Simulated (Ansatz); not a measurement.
# W: further runs on the relaxed cell

One table from this session's results is given with a row withheld; the runs are named, their logs left out.

This is W in the fcc structure; at room conditions it is bcc.

Program: Ansatz 0.2.0. Level of theory: DFT PBEsol, scalar-relativistic, plane waves, PAW. These are calculated values, not measurements.

2 further runs of the same task are left out: 2 set aside as unsound or not needed.

## The starting structure

Symmetry: Fm-3m, No. 225, cubic system. The conventional cell has a = 3.998 Å, b = 3.998 Å, c = 3.998 Å, α = 90.00°, β = 90.00°, γ = 90.00°. Around W (site symmetry m-3m) lie 12 W at 2.83 Å.

Coordinates:

```
W
1.0
     0.00000    1.99900    1.99900
     1.99900    0.00000    1.99900
     1.99900    1.99900    0.00000
W
1
Direct
  0.00000 0.00000 0.00000
```

It is the result of an earlier relaxation at this level (volume 15.98 Å³/atom; gap on the mesh: none (metal)).

Set-up of the first run:

Input file input.yaml:

```yaml
crystal:
  lattice:
    - [0.0, 1.9989957668, 1.9989957668]
    - [1.9989957668, 0.0, 1.9989957668]
    - [1.9989957668, 1.9989957668, 0.0]
  atoms:
    - { symbol: W, position: [0.0, 0.0, 0.0] }
basis:
  ecutwfc: 420
kpoints:
  mp_grid: { grid: [18, 18, 18] }
  band_path:
    path:
      - [[0.0, 0.0, 0.0], [0.5, 0.0, 0.5], [0.625, 0.25, 0.625]]
      - [[0.375, 0.375, 0.75], [0.0, 0.0, 0.0], [0.5, 0.5, 0.5], [0.5, 0.25, 0.75], [0.5, 0.0, 0.5]]
    npoints: 14
hamiltonian:
  xc: pbesol
scf:
  occupations: { method: gaussian, width: 0.1 }
  n_extra_bands: 6
output:
  forces: true
  stress: true
  eigenvalues: true
  populations: true
  dos: { projected: true, de: 0.02, nscf_kmesh: { grid: [27, 27, 27] } }
  bader: true
  write_density: true
  write_potential: true
  elf: true
  volumetric_format: npy
```

On the command line:

```sh
$ ansatz run input.yaml --threads 1 --pin off --max-ram 2560MiB --backend cpu --events-out ev --progress --plain --runs-dir out
```

Steps of the session up to this table: Electronic structure at the relaxed geometry; Volume × 0.97; Point at V/V0 = 1.03; The cell scaled to 0.94 of its volume; Volume × 1.06.

One table of the session follows, with a row left open; its other results are not shown here.

It belongs to the step «Equation of state». 

| volume (Å³/atom) | energy above the lowest point (meV/atom) | pressure (GPa) |
| --- | --- | --- |
| 15.017 | 59.3 | 21.17 |
| 15.497 | ? | ? |
| 15.976 | 0.0 | 0.00 |
| 16.455 | 13.0 | -8.34 |
| 16.934 | 49.0 | -15.57 |

**Question.** Estimate the row for volume (Å³/atom) = 15.497.

Worked estimate for «energy above the lowest point (meV/atom)». A straight line through the neighbours (15.017, 59.3) and (15.976, 0.0) gives 59.3 + (0.0 − 59.3) × (15.497 − 15.017) / (15.976 − 15.017) = 29.6; a parabola fitted to 3 rows on both sides gives 15.4.

**Answer.** energy above the lowest point (meV/atom): 13.7; pressure (GPa): 9.72. In «energy above the lowest point (meV/atom)» the line misses by +15.9 and the parabola by +1.7.
